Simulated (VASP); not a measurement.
# CdS (Greenockite) (P6_3mc) in VASP: single point with PBE

Aim: the single point of CdS (Greenockite) with PBE.

Program: VASP 6.6.1. These are calculated values, not measurements. Logs are shortened: lines on timing, memory, paths and dates and some standing lists are left out, and cuts for length are marked.

## Step 1: Starting point

The structure is hexagonal, space group P6_3mc (No. 186). Conventional cell: a = 4.150 Å, b = 4.150 Å, c = 6.737 Å, α = 90.00°, β = 90.00°, γ = 120.00°. Around Cd (site symmetry 3m) lie 4 S at 2.53 to 2.54 Å. S (site symmetry 3m) is surrounded by 4 Cd at 2.53 to 2.54 Å.

## Step 2: Single point, PBE

Contents of INCAR:

```
SYSTEM = CdS
ALGO = Fast
EDIFF = 1E-6
ENCUT = 520
GGA = PE
ISIF = 2
ISMEAR = 0
LASPH = .True.
LCHARG = .True.
LELF = .True.
LREAL = .False.
LVHAR = .True.
LWAVE = .False.
NBANDS = 26
NELM = 100
PREC = Accurate
SIGMA = 0.01
```

Contents of KPOINTS:

```
k-points
0
Gamma
  4 4 3
  0 0 0
```

Contents of POSCAR:

```
CdS
1.0
    4.1500000000      0.0000000000      0.0000000000
   -2.0750000000      3.5940050000      0.0000000000
    0.0000000000      0.0000000000      6.7370000000
Cd S
2 2
Direct
    0.3333333333      0.6666666667      0.0000000000
    0.6666666667      0.3333333333      0.5000000000
    0.3333333333      0.6666666667      0.3750000000
    0.6666666667      0.3333333333      0.8750000000
```

Potentials or basis: VASP PAW PBE potentials, release 64 (Cd, S).

Command:

```sh
$ cat potpaw_PBE.64/Cd/POTCAR potpaw_PBE.64/S/POTCAR > POTCAR
$ mpirun -np 1 vasp_std > vasp.out
```

OUTCAR:

```text
SYSTEM = CdS
   EDIFF = 1E-6
   ENCUT = 520
   GGA = PE
   ISIF = 2
   ISMEAR = 0
   LASPH = .True.
   LREAL = .False.
   NELM = 100
   PREC = Accurate

 ion  position               nearest neighbor table
   1  0.333  0.667  0.000-   3 2.53   4 2.54   4 2.54   4 2.54
   2  0.667  0.333  0.500-   4 2.53   3 2.54   3 2.54   3 2.54
   3  0.333  0.667  0.375-   1 2.53   2 2.54   2 2.54   2 2.54
   4  0.667  0.333  0.875-   2 2.53   1 2.54   1 2.54   1 2.54

  LATTYP: Found a hexagonal cell.
 ALAT       =     4.1500000000
 C/A-ratio  =     1.6233734940

  Lattice vectors:

 A1 = (   4.1500000000,   0.0000000000,   0.0000000000)
 A2 = (  -2.0750000000,   3.5940050000,   0.0000000000)
 A3 = (   0.0000000000,   0.0000000000,   6.7370000000)

Analysis of symmetry for initial positions (statically):
=====================================================================
 Subroutine PRICEL returns:
 Original cell was already a primitive cell.

 Routine SETGRP: Setting up the symmetry group for a
 hexagonal supercell.

 Subroutine GETGRP returns: Found 12 space group operations
 (whereof  6 operations were pure point group operations)
 out of a pool of 24 trial point group operations.

The static configuration has the point symmetry C_3v.
 The point group associated with its full space group is C_6v.

Analysis of symmetry for dynamics (positions and initial velocities):
=====================================================================
 Subroutine PRICEL returns:
 Original cell was already a primitive cell.

 Routine SETGRP: Setting up the symmetry group for a
 hexagonal supercell.

 Subroutine GETGRP returns: Found 12 space group operations
 (whereof  6 operations were pure point group operations)
 out of a pool of 24 trial point group operations.

The dynamic configuration has the point symmetry C_3v.
 The point group associated with its full space group is C_6v.

 Subroutine INISYM returns: Found 12 space group operations
 (whereof  6 operations are pure point group operations),
 and found     1 'primitive' translations

----------------------------------------------------------------------------------------

                                     Primitive cell

  volume of cell :     100.4832

  direct lattice vectors                    reciprocal lattice vectors
     4.150000000  0.000000000  0.000000000     0.240963855  0.139120563  0.000000000
    -2.075000000  3.594005000  0.000000000     0.000000000  0.278241127  0.000000000
     0.000000000  0.000000000  6.737000000     0.000000000  0.000000000  0.148434021

  length of vectors
     4.150000000  4.149999631  6.737000000     0.278241102  0.278241127  0.148434021

  position of ions in fractional coordinates (direct lattice)
     0.333333333  0.666666667  0.000000000
     0.666666667  0.333333333  0.500000000
     0.333333333  0.666666667  0.375000000
     0.666666667  0.333333333  0.875000000

  ion indices of the primitive-cell ions
   primitive index   ion index
                 1           1
                 2           2
                 3           3
                 4           4

----------------------------------------------------------------------------------------

 KPOINTS: k-points

Automatic generation of k-mesh.
 Grid dimensions read from file:
 generate k-points for:    4    4    3

 Generating k-lattice:

  Cartesian coordinates                     Fractional coordinates (reciprocal lattice)
     0.060240964  0.034780141  0.000000000     0.250000000  0.000000000  0.000000000
     0.000000000  0.069560282  0.000000000     0.000000000  0.250000000  0.000000000
     0.000000000  0.000000000  0.049478007     0.000000000  0.000000000  0.333333333

  Length of vectors
     0.069560275  0.069560282  0.049478007

  Shift w.r.t. Gamma in fractional coordinates (k-lattice)
     0.000000000  0.000000000  0.000000000

 Subroutine IBZKPT returns following result:
 ===========================================

 Found      8 irreducible k-points:

 Following reciprocal coordinates:
            Coordinates               Weight
  0.000000  0.000000  0.000000      1.000000
  0.250000  0.000000  0.000000      6.000000
  0.500000  0.000000  0.000000      3.000000
  0.250000  0.250000  0.000000      6.000000
  0.000000  0.000000  0.333333      2.000000
  0.250000  0.000000  0.333333     12.000000
  0.500000  0.000000  0.333333      6.000000
  0.250000  0.250000  0.333333     12.000000
   k-points           NKPTS =      8   k-points in BZ     NKDIM =      8   number of bands    NBANDS=     26
   number of dos      NEDOS =    301   number of ions     NIONS =      4
   total plane-waves  NPLWV =  51200
   dimension x,y,z NGX =    32 NGY =   32 NGZ =   50
   dimension x,y,z NGXF=    64 NGYF=   64 NGZF=  100
   ions per type =               2   2
   NGX,Y,Z   is equivalent  to a cutoff of  12.82, 12.82, 12.34 a.u.
   NGXF,Y,Z  is equivalent  to a cutoff of  25.64, 25.64, 24.68 a.u.
 SYSTEM =  CdS
   PREC   = accura    normal or accurate (medium, high low for compatibility)
   ISTART =      0    job   : 0-new  1-cont  2-samecut
   ICHARG =      2    charge: 1-file 2-atom 10-const
   ISPIN  =      1    spin polarized calculation?
   LNONCOLLINEAR =      F non collinear calculations
   LSORBIT =      F    spin-orbit coupling
   LASPH  =      T    aspherical Exc in radial PAW
   ENCUT  =  520.0 eV  38.22 Ry    6.18 a.u.   7.72  7.72 12.53*2*pi/ulx,y,z
   NELM   =    100;   NELMIN=  2; NELMDL= -5     # of ELM steps
   EDIFF  = 0.1E-05   stopping-criterion for ELM
   LREAL  =      F    real-space projection
   EDIFFG = 0.1E-04   stopping-criterion for IOM
   NSW    =      0    number of steps for IOM
   IBRION =     -1    ionic relax: 0-MD 1-quasi-New 2-CG
   NFREE  =      0    steps in history (QN), initial steepest desc. (CG)
   ISIF   =      2    stress and relaxation
   ISYM   =      2    0-nonsym 1-usesym 2-fastsym
   POTIM  = 0.5000    time-step for ionic-motion
   TEBEG  =    0.0;   TEEND  =   0.0 temperature during run
   PSTRESS=    0.0 pullay stress
   NELECT =      36.0000    total number of electrons
   NUPDOWN=      -1.0000    fix difference up-down
   EMIN   =  10.00;   EMAX   =-10.00  energy-range for DOS
   EFERMI =   0.00;   METHOD = LEGACY
   ISMEAR =     0;   SIGMA  =   0.01  broadening in eV -4-tet -1-fermi 0-gaus
   EFERMI_NEDOS =   21; number of points for ismear=-14 and -15
   IALGO  =     68    algorithm
   IMIX   =      4    mixing-type and parameters
     AMIX     =   0.40;   BMIX     =  1.00
     AMIX_MAG =   1.60;   BMIX_MAG =  1.00
  volume/ion in A,a.u.               =      25.12       169.52
  Fermi-wavevector in a.u.,A,eV,Ry     =   1.162727  2.197236 18.394191  1.351935
  Thomas-Fermi vector in A             =   2.299285
   LORBIT       =      0    0 simple, 1 ext, 2 COOP (PROOUT), +10 PAW based schemes
   GGA     = PE    functional components
   LHFCALC =     F    Hartree Fock is set to
   AEXX    =    0.0000 exact exchange contribution
   IVDW    =     0    specifies the selected vdW correction
   LEPSILON=     F    determine dielectric tensor
   LRPA    =     F    only Hartree local field effects (RPA)
 non-spin polarized calculation
 RMM-DIIS sequential band-by-band and
 Gauss-broadening in eV      SIGMA  =   0.01
  energy-cutoff  :      520.00
  volume of cell :      100.48
 maximum number of plane-waves:      2731
 NGX is ok and might be reduce to    32
   NGX = 15   NGY = 15   NGZ = 25

 number of electron      35.9999996 magnetization

 Free energy of the ion-electron system (eV)
  ---------------------------------------------------
  ext. energy  EPLUGINS =         0.00000000
  ---------------------------------------------------
  free energy    TOTEN  =       -12.23453031 eV

  energy without entropy =      -12.23453031  energy(sigma->0) =      -12.23453031

 E-fermi :   1.3096     XC(G=0):  -9.0801

 val. band max:        1.2180988410   @ k =   0.0000   0.0000   0.0000
 cond. band min:       2.4107553098   @ k =   0.0000   0.0000   0.0000
 fundamental gap:      1.1926564689
 Fermi energy:         1.3095724779

 k-point     1 :       0.0000    0.0000    0.0000
  band No.  band energies     occupation
      1     -11.0780      2.00000
      2     -10.6528      2.00000
      3      -6.4670      2.00000
      4      -6.4441      2.00000
      5      -6.4441      2.00000
      6      -6.3589      2.00000
[... 18 lines left out ...]
     25       8.7978      0.00000
     26       8.9177      0.00000

 k-point     2 :       0.2500    0.0000    0.0000
  band No.  band energies     occupation
      1     -10.8893      2.00000
      2     -10.5788      2.00000
      3      -6.4031      2.00000
      4      -6.3792      2.00000
      5      -6.3013      2.00000
      6      -6.2543      2.00000
[... 18 lines left out ...]
     25       9.2222      0.00000
     26       9.7406      0.00000

 k-point     3 :       0.5000    0.0000    0.0000
  band No.  band energies     occupation
      1     -10.6684      2.00000
      2     -10.5353      2.00000
      3      -6.3621      2.00000
      4      -6.3407      2.00000
      5      -6.1646      2.00000
      6      -6.1538      2.00000
[... 18 lines left out ...]
     25       9.5994      0.00000
     26      11.3531      0.00000

 k-point     4 :       0.2500    0.2500    0.0000
  band No.  band energies     occupation
      1     -10.6703      2.00000
      2     -10.5360      2.00000
      3      -6.3792      2.00000
      4      -6.2989      2.00000
      5      -6.2010      2.00000
      6      -6.1681      2.00000
[... 18 lines left out ...]
     25       9.0581      0.00000
     26      10.6224      0.00000

 k-point     5 :       0.0000    0.0000    0.3333
  band No.  band energies     occupation
      1     -10.9691      2.00000
      2     -10.7555      2.00000
      3      -6.4279      2.00000
      4      -6.4279      2.00000
      5      -6.3854      2.00000
      6      -6.3854      2.00000
[... 18 lines left out ...]
     25       8.3457      0.00000
     26       8.3457      0.00000

 k-point     6 :       0.2500    0.0000    0.3333
  band No.  band energies     occupation
      1     -10.8062      2.00000
      2     -10.6501      2.00000
      3      -6.3766      2.00000
      4      -6.3496      2.00000
      5      -6.3187      2.00000
      6      -6.2870      2.00000
[... 18 lines left out ...]
     25       8.7847      0.00000
     26       9.4247      0.00000

 k-point     7 :       0.5000    0.0000    0.3333
  band No.  band energies     occupation
      1     -10.6275      2.00000
      2     -10.5606      2.00000
      3      -6.3586      2.00000
      4      -6.2918      2.00000
      5      -6.2744      2.00000
      6      -6.1964      2.00000
[... 18 lines left out ...]
     25       9.4165      0.00000
     26      10.4918      0.00000

 k-point     8 :       0.2500    0.2500    0.3333
  band No.  band energies     occupation
      1     -10.6291      2.00000
      2     -10.5616      2.00000
      3      -6.3230      2.00000
      4      -6.3084      2.00000
      5      -6.2511      2.00000
      6      -6.2089      2.00000
[... 18 lines left out ...]
     25       9.4037      0.00000
     26      10.0102      0.00000

------------------------ aborting loop because EDIFF is reached ----------------------------------------

  FORCE on cell =-STRESS in cart. coord.  units (eV):
  Direction    XX          YY          ZZ          XY          YZ          ZX
  --------------------------------------------------------------------------------------
  -------------------------------------------------------------------------------------
  Total        1.4696498      1.4696494      1.7522394      0.0000000      0.0000000      0.0000000
  in kB       23.4331736     23.4331680     27.9389900      0.0000000      0.0000000      0.0000000
  external PRESSURE =      24.9351105 kB  Pullay stress =       0.0000000 kB

 VOLUME and BASIS-vectors are now :
 -----------------------------------------------------------------------------
  energy-cutoff  :      520.00
  volume of cell :      100.48
      direct lattice vectors                 reciprocal lattice vectors
     4.150000000  0.000000000  0.000000000     0.240963855  0.139120563  0.000000000
    -2.075000000  3.594005000  0.000000000     0.000000000  0.278241127  0.000000000
     0.000000000  0.000000000  6.737000000     0.000000000  0.000000000  0.148434021

 POSITION                                       TOTAL-FORCE (eV/Angst)
 -----------------------------------------------------------------------------------
     -0.00000      2.39600      0.00000        -0.000000      0.000000     -0.057357
      2.07500      1.19800      3.36850         0.000000     -0.000000     -0.057357
     -0.00000      2.39600      2.52637         0.000000     -0.000000      0.057357
      2.07500      1.19800      5.89487        -0.000000      0.000000      0.057357
 -----------------------------------------------------------------------------------
    total drift:                               -0.000000     -0.000000     -0.000927

  FREE ENERGIE OF THE ION-ELECTRON SYSTEM (eV)
  ---------------------------------------------------
  free  energy   TOTEN  =       -12.2345303088 eV

  energy  without entropy=      -12.2345303088  energy(sigma->0) =      -12.23453031
```

Wall time 25 s (1 thread of AMD EPYC 7R13 (Zen 3), shared host); peak memory 0.18 GiB.

What came out:

```yaml
Free_energy: -12.2345 eV
Pressure: 2.5 GPa
Largest_force: 0.057 eV/Å
Band_gap_on_the_k_mesh: 1.19 eV, direct
```

Forces on the atoms (eV/Å):
```
Cd   0.000  0.000 -0.057
Cd   0.000  0.000 -0.057
S    0.000  0.000  0.057
S    0.000  0.000  0.057
```

Levels at points of the mesh, in eV from the valence-band top:
| k point | band 14 | band 15 | band 16 | band 17 | band 18 | band 19 | band 20 | band 21 | band 22 | band 23 |
| --- | --- | --- | --- | --- | --- | --- | --- | --- | --- | --- |
| (0.00, 0.00, 0.00) | -0.76 | -0.76 | -0.04 | 0.00 | 0.00 | 1.19 | 2.78 | 6.46 | 6.46 | 6.80 |
| (0.50, 0.00, 0.00) | -3.47 | -2.62 | -1.85 | -1.29 | -0.73 | 3.70 | 3.88 | 5.11 | 6.39 | 6.99 |

Caveat: the k mesh is coarse (spacing up to 0.44 Å⁻¹), so the values aren't converged.
